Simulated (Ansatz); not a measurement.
The geometry is COD entry 9012480, unchecked; take it as a test cell.

Input and log of a run on N: DFT, PBE, all-electron LAPW, scalar-relativistic (Ansatz 0.2.0).

```yaml
crystal:
  lattice:
    - [5.649, 0.0, 0.0]
    - [0.0, 5.649, 0.0]
    - [0.0, 0.0, 5.649]
  atoms:
    - { symbol: "N", position: [0.03, 0.03, 0.03] }
    - { symbol: "N", position: [0.47, 0.97, 0.53] }
    - { symbol: "N", position: [0.53, 0.47, 0.97] }
    - { symbol: "N", position: [0.97, 0.53, 0.47] }
kpoints:
  mp_grid: { grid: [4, 4, 4] }
  band_path:
    path:
      - [0.0, 0.0, 0.0]
      - [0.0, 0.5, 0.0]
      - [0.5, 0.5, 0.0]
      - [0.0, 0.0, 0.0]
      - [0.5, 0.5, 0.5]
      - [0.0, 0.5, 0.0]
      - [0.5, 0.5, 0.5]
      - [0.5, 0.5, 0.0]
      - [0.5, 0.0, 0.0]
    npoints: 8
scf:
  occupations: { method: fermi_dirac, width: 0.01 }
hamiltonian:
  xc: pbe
  pseudopotentials: { kind: all_electron, lapw: { basis_error: 0.001 } }
output:
  forces: true
  stress: true
  eigenvalues: true
  fatbands: true
  populations: true
  dos: { projected: true, de: 0.2, e_range: [-14, 8] }
```

Output:

```
N: projections on atomic orbitals take those of the free atom 1s2 2s2 2p3, of charge +0.00 (hamiltonian.pseudopotentials.projection_atoms)
LAPW: plane waves up to 5.061 Å⁻¹, error target 1.0e-3 eV per atom; small_component_spin mean_spin; N in spheres of 1.889 Å, 5 of its electrons in bands, Dirac shells []
Engine: ansatz 0.2.0
Pseudopotentials: kind: all_electron
Pseudopotential: N, LAPW, valence charge 5, Koelling and Harmon's equation, gaussian nucleus
Functional definition: PBE
  parameter kappa = 0.804
  parameter beta = 0.06672455060314922
  exchange = pbe_x(kappa = kappa, mu = beta*pi^2/3)
  correlation = pbe_c(beta = beta)
Crystal: 4 atoms, lattice volume = 180.266 Å³
Basis set: ecut = 97.59188720705784 eV, 389 PW (Γ), exchange–correlation at level 2
Bands: 14, of which v1, the nominal top of the filled ones, is band 10 counted from 1 (9 counted from 0)
Symmetry: 12 space group operations
Space group: P213 (ITA 198), of the structure as read, at distance tolerance 5.6e-5 Å
k-points: 11 of 64 (time reversal used)
Non-local potential: N, projectors of the file, none
Initial density: superposition of atomic densities (chi_scale 0.1, normalization cell)
Initial wavefunctions: plane waves of lowest kinetic energy (no species holds an atomic orbital)
Functional: x = pbe(κ = 0.804, μ = 0.2195149727645171), c = pbe(β = 0.06672455060314922)
iter 1 solved again at ethr=3.19e-5 eV; its pass at ethr=1.00e-1 eV (dr2=6.38e-3 eV) is discarded
SCF iter   1: F=—  HF=-5929.572959 eV  |F-HF|=—  |Δ(HF+E_count)|=         —  Δρ=1.65e-3  dr2=6.36e-3  ethr=3.19e-5  ⟨swp⟩=3.3  Hψ=1236  notcnv=0
preconditioner: auto → LDOS  [metal: Δε(μ)=0.008 eV  Ē_g=5.008 eV  σ=0.010 eV  W_gap=0.19  n_scr=18 (ndim 8)  ℏωp=12.4 eV  f_vac=0.293  D(μ)=38.03/eV (n_scr^D=738)  β→1.0]
SCF iter   2: F=—  HF=-5929.520812 eV  |F-HF|=—  |Δ(HF+E_count)|=   5.21e-2  Δρ=2.30e-3  dr2=1.13e-2  ethr=3.18e-5  ⟨swp⟩=3.1  Hψ=620  notcnv=0
SCF iter   3: F=—  HF=-5929.497809 eV  |F-HF|=—  |Δ(HF+E_count)|=   2.30e-2  Δρ=1.61e-3  dr2=5.70e-3  ethr=3.18e-5  ⟨swp⟩=3.0  Hψ=580  notcnv=0
SCF iter   4: F=—  HF=-5929.491585 eV  |F-HF|=—  |Δ(HF+E_count)|=   6.22e-3  Δρ=5.17e-4  dr2=6.00e-4  ethr=2.85e-5  ⟨swp⟩=2.0  Hψ=513  notcnv=0
SCF iter   5: F=—  HF=-5929.492409 eV  |F-HF|=—  |Δ(HF+E_count)|=         —  Δρ=1.58e-4  dr2=6.01e-5  ethr=3.00e-6  ⟨swp⟩=3.0  Hψ=554  notcnv=0
the basis was enlarged: its passes take 74.0 KiB over the memory plan, 1 of 1 planned eigensolver slots
iter 6 solved again at ethr=9.35e-9 eV; its pass at ethr=3.00e-7 eV (dr2=1.87e-6 eV) is discarded
SCF iter   6: F=—  HF=-5929.492529 eV  |F-HF|=—  |Δ(HF+E_count)|=   1.20e-4  Δρ=2.78e-5  dr2=1.87e-6  ethr=9.35e-9  ⟨swp⟩=2.0  Hψ=889  notcnv=0
SCF iter   7: F=—  HF=-5929.492556 eV  |F-HF|=—  |Δ(HF+E_count)|=   2.66e-5  Δρ=4.05e-6  dr2=5.80e-8  ethr=9.35e-9  ⟨swp⟩=3.0  Hψ=579  notcnv=0
SCF iter   8: F=-5929.492556 eV  HF=-5929.492556 eV  |F-HF|=6.67e-9  |Δ(HF+E_count)|=   3.08e-7  Δρ=5.27e-7  dr2=4.34e-10  ethr=2.90e-10  ⟨swp⟩=3.0  Hψ=590  notcnv=0
SCF 1 converged in 8 iterations: F = -5929.492556 eV  dr2 = 4.34e-10
NSCF: frozen V_eff on 65 k-points
SCF converged after 8 iterations
Free energy (F): -5929.492556 eV
Harris-Foulkes:  -5929.492556 eV  (|F-HF|=6.67e-9)
Internal energy: -5929.480822 eV  (E = F + TS)
E sigma→0 (E₀):  -5929.486689 eV
Entropy (-TS):   -0.011734 eV (-2.933 meV/atom)
Fermi energy:    -4.963874 eV
--- Per-component energies (eV) ---
  E_band       = -195.406165
  E_kinetic    = 5904.735259
  E_xc         = -712.242713
  E_electrostatic = -11121.973367  (all electrons and nuclei)
  E_smearing   = -0.011734  (= −TS)
  E_closure    = 0.000000  (closes the sum)
  E_atoms      = -5926.970060  (free atoms, spherical and without spin; not in F)
  Σ components = -5929.492556   (vs F -5929.492556, Δ=0.00e0)
  Basis errors (estimates in eV, not in F): energy 7.2e-5 per atom: plane waves 6.0e-5 (4.6e-5 summed), levels above the bands 6.1e-10, relativity 7.2e-10, radial functions 1.2e-5, core shells 3.6e-10; eigenvalues (radial functions only) 1.6e-6; not estimated: angular momenta, meshes, grids; target (lapw.basis_error) 1.0e-3; muffin-tin radii N 1.889 Å
--- Forces (eV/Å), atoms counted from 1 ---
  atom   1  N      0.22213681     0.22213681     0.22213681
  atom   2  N     -0.22213681    -0.22213681     0.22213681
  atom   3  N      0.22213681    -0.22213681    -0.22213681
  atom   4  N     -0.22213681     0.22213681    -0.22213681
  max |Σ_I F_I| component: 2.78e-17 eV/Å
--- Stress (GPa, compression-positive) ---
       -3.958175       0.000000       0.000000
        0.000000      -3.958175      -0.000000
        0.000000      -0.000000      -3.958175
  P = ⅓ Tr σ = -3.9582 GPa (-39.582 kbar)
--- Band table (eV; the first three rows and the last of 11) ---
  k-point 0: bands = ["-16.7089", "-16.5136", "-16.5136", "-16.5136", "-5.4356", "-5.4356", "-5.4356", "-4.9959", "-4.9959", "-4.9959", "-4.9608", "-4.9608", "-4.9135", "-4.7252"]
  k-point 1: bands = ["-16.6824", "-16.5509", "-16.5113", "-16.5046", "-5.3909", "-5.3887", "-5.3425", "-5.1200", "-5.0697", "-4.9561", "-4.9436", "-4.9328", "-4.9104", "-4.8279"]
  k-point 2: bands = ["-16.6177", "-16.6177", "-16.5066", "-16.5066", "-5.2766", "-5.2766", "-5.2278", "-5.2278", "-5.1316", "-5.1316", "-4.9510", "-4.9510", "-4.8325", "-4.8325"]
  k-point 10: bands = ["-16.5604", "-16.5604", "-16.5604", "-16.5604", "-5.5226", "-5.5226", "-5.5226", "-5.5226", "-4.8147", "-4.8147", "-4.8147", "-4.8147", "-4.7957", "-4.7957"]
--- Löwdin populations: 4 sites ---
  site symbol       q [e]
     0      N      6.9995
     1      N      6.9995
     2      N      6.9995
     3      N      6.9995
  spilling = 0.000071 (of n_electrons = 28.000000)
```
